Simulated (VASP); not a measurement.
Wanted: the native input for a VASP 6.6.1 run.

| Quantity | Value |
| --- | --- |
| Task | band structure |
| Functional | PBEsol |
| Potentials or basis | VASP PAW PBE potentials, release 64 (Ga_d, Al, N) |
| Cutoff | 520 eV |
| k mesh | 3 × 2 × 3 |
| Occupations | gaussian, width 0.02 eV |
| Spin | no spin polarisation |
| Further INCAR settings | ALGO = Normal; EDIFF = 1e-07 |

The structure of Al3GaN4 lies in POSCAR:

```
Al3GaN4                                 
1.0
   -3.1447730913      0.0000000000      0.0000000000
   -0.0000000000      5.4008105577     -0.0015603325
    1.5723865407     -2.6989561108     -5.0284872275
  Ga              Al              N             
     1     3     4
Direct
     0.7494776419965973    0.4167447469948847    0.4989553039931848
     0.2504246820710040    0.9170069471175956    0.5008493841420012
     0.9993051685695477    0.3332102001593372    0.9986103171390853
     0.5017146777527359    0.8340179395293240    0.0034293355054670
     0.5554307533074848    0.2241772151414812    0.1108615066149362
     0.0603951906948305    0.7276605661254607    0.1207904013896652
     0.8100321810918469    0.1358848347347702    0.6200643621837030
     0.3132196945159612    0.6512975401971406    0.6264393890319470
```

The cell comes from a database or a generator and needn't be the stable form of this composition.

The input as run:

INCAR

```
PREC = Accurate ; ENCUT = 520
EDIFF = 1E-7 ; ISMEAR = 0
SIGMA = 0.02 ; LREAL = False
LASPH = True ; NELM = 80
ALGO = Normal ; ISIF = 2
LWAVE = False ; LCHARG = False
GGA = PS ; KPAR = 2
```

KPOINTS

```
Automatic mesh
0
Gamma
  3 2 3
```

KPOINTS_OPT

```
path GXLTWRX1ZGYSW,L1Y,Y1Z
10
line-mode
reciprocal
 0.0000000000  0.0000000000  0.0000000000  G
 0.5486100863  0.0000000000 -0.2743050432  X

 0.5486100863  0.0000000000 -0.2743050432  X
 0.5486100863 -0.3541697426 -0.0972201718  L

 0.5486100863 -0.3541697426 -0.0972201718  L
 0.5000000000 -0.5000000000  0.0000000000  T

 0.5000000000 -0.5000000000  0.0000000000  T
 0.5000000000 -0.5000000000 -0.2500000000  W

 0.5000000000 -0.5000000000 -0.2500000000  W
 0.5000000000  0.0000000000 -0.5000000000  R

 0.5000000000  0.0000000000 -0.5000000000  R
 0.4513899137  0.0000000000 -0.7256949568  X1

 0.4513899137  0.0000000000 -0.7256949568  X1
 0.0000000000  0.0000000000 -0.5000000000  Z

 0.0000000000  0.0000000000 -0.5000000000  Z
 0.0000000000  0.0000000000  0.0000000000  G

 0.0000000000  0.0000000000  0.0000000000  G
 0.0000000000 -0.6458302574  0.3229151287  Y

 0.0000000000 -0.6458302574  0.3229151287  Y
 0.0000000000 -0.5000000000  0.0000000000  S

 0.0000000000 -0.5000000000  0.0000000000  S
 0.5000000000 -0.5000000000 -0.2500000000  W

 0.4513899137 -0.6458302574  0.0972201718  L1
 0.0000000000 -0.6458302574  0.3229151287  Y

 0.0000000000 -0.3541697426 -0.3229151287  Y1
 0.0000000000  0.0000000000 -0.5000000000  Z
```

Potentials or basis: VASP PAW PBE potentials, release 64 (Ga_d, Al, N).

Launch:

```sh
$ cat potpaw_PBE.64/Ga_d/POTCAR potpaw_PBE.64/Al/POTCAR potpaw_PBE.64/N/POTCAR > POTCAR
$ mpirun -np 2 vasp_std > vasp.out
```

Results of the run:

```yaml
Pressure: 0.2 GPa
Largest_force: 0.012 eV/Å
Band_gap_on_the_k_mesh: 3.44 eV, direct
Band_gap_along_the_path: 3.44 eV, direct
```

Caveat: the k mesh is coarse (spacing up to 0.70 Å⁻¹), so the values aren't converged; the PAW data sets were made with another functional, which shifts forces and pressure a little.

It took 78 s on 2 MPI ranks on Intel(R) Xeon(R) Platinum 8488C (Sapphire Rapids) (shared host), peak memory 0.2 GiB a rank.
